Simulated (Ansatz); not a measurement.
Si3N4:

```xyz
7
Lattice="4.1308 0.0000 0.0000 0.0000 4.1308 0.0000 0.0000 0.0000 4.1308" Properties=species:S:1:pos:R:3 pbc="T T T"
Si    0.0000    0.0000    2.0654
Si    2.0654    0.0000    0.0000
Si    0.0000    2.0654    0.0000
N     0.9894    0.9894    3.1414
N     3.1414    3.1414    3.1414
N     0.9894    3.1414    0.9894
N     3.1414    0.9894    0.9894
```

The cell was built by a generator and needn't be a form met in nature.

```yaml
Program: Ansatz 0.2.0
Task: relaxation of cell and atoms
Functional: RPBE
Potentials_or_basis: Ansatz PAW
Cutoff: "420 eV (not typed: the program's choice for these potentials)"
k_mesh: 7 × 7 × 7
Occupations: fermi-dirac, width 0.05 eV
Spin: no spin polarisation
```

At the start: volume 10.07 Å³/atom.

How do energy, volume and symmetry change on relaxing?

It ends after 7 steps and the volume is 10.24 Å³/atom (+1.7 %); space group P-43m (No. 215, to 0.05 Å).

Step by step:
| step | energy change (eV) | largest force (eV/Å) | volume (Å³) |
| --- | --- | --- | --- |
| 1 | 0.0000 | 0.1179 | 70.48 |
| 2 | -0.0087 | 0.1154 | 71.18 |
| 3 | -0.0108 | 0.0296 | 71.65 |
| 4 | -0.0109 | 0.0033 | 71.67 |
| 5 | -0.0141 | 0.0032 | 71.67 |
| 6 | -0.0141 | 0.0000 | 71.69 |
| 7 | -0.0143 | 0.0000 | 71.69 |

Final structure:
```yaml
crystal:
  lattice:
    - [4.15421, 0.00000, 0.00000]
    - [0.00000, 4.15421, 0.00000]
    - [0.00000, 0.00000, 4.15421]
  atoms:
    - { symbol: Si, position: [0.00000, 0.00000, 0.50000] }
    - { symbol: Si, position: [0.50000, 0.00000, 0.00000] }
    - { symbol: Si, position: [0.00000, 0.50000, 0.00000] }
    - { symbol: N, position: [0.23934, 0.23934, 0.76066] }
    - { symbol: N, position: [0.76066, 0.76066, 0.76066] }
    - { symbol: N, position: [0.23934, 0.76066, 0.23934] }
    - { symbol: N, position: [0.76066, 0.23934, 0.23934] }
```

Caveat: the plane-wave basis is chosen anew once the cell has moved, so the energies of steps on either side of that aren't comparable; the pressure holds a Pulay correction of +0.4 GPa for the finite cutoff; the PAW data sets come from PBE, with cores solved anew for the run's functional, which leaves a small shift of forces and pressure.
